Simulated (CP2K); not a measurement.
Crystal: BN.

```
N B
1.0
     2.56397    0.00000    0.00000
     1.28199    2.22046    0.00000
     1.28199    0.74015    2.09347
N B
1 1
Direct
  0.25000 0.25000 0.25000
  0.00000 0.00000 0.00000
```

The cell is a database's computed one.

Program: CP2K 2026.2. Alike in all runs: task band structure; level PBE; no spin polarisation; cell as given; k mesh 13 × 13 × 13; smearing fermi-dirac 0.05 eV.

Question: Order these runs on this cell by their pressure, lowest first.
A. potentials or basis POTENTIAL_UZH N GTH-SCAN-q5, B GTH-SCAN-q3; DZVP-MOLOPT-SR-GTH basis
B. potentials or basis GTH_POTENTIALS N GTH-PADE-q5, B GTH-PADE-q3; DZVP-MOLOPT-SR-GTH basis
C. potentials or basis GTH_POTENTIALS N GTH-BLYP-q5, B GTH-BLYP-q3; DZVP-MOLOPT-SR-GTH basis

Answer: B (-9.6 GPa), A (-2.8 GPa), C (0.5 GPa).

Caveats: the potentials were made for another functional, which shifts forces and pressure; the basis of atomic orbitals isn't converged, which shifts pressures, moduli and gaps.
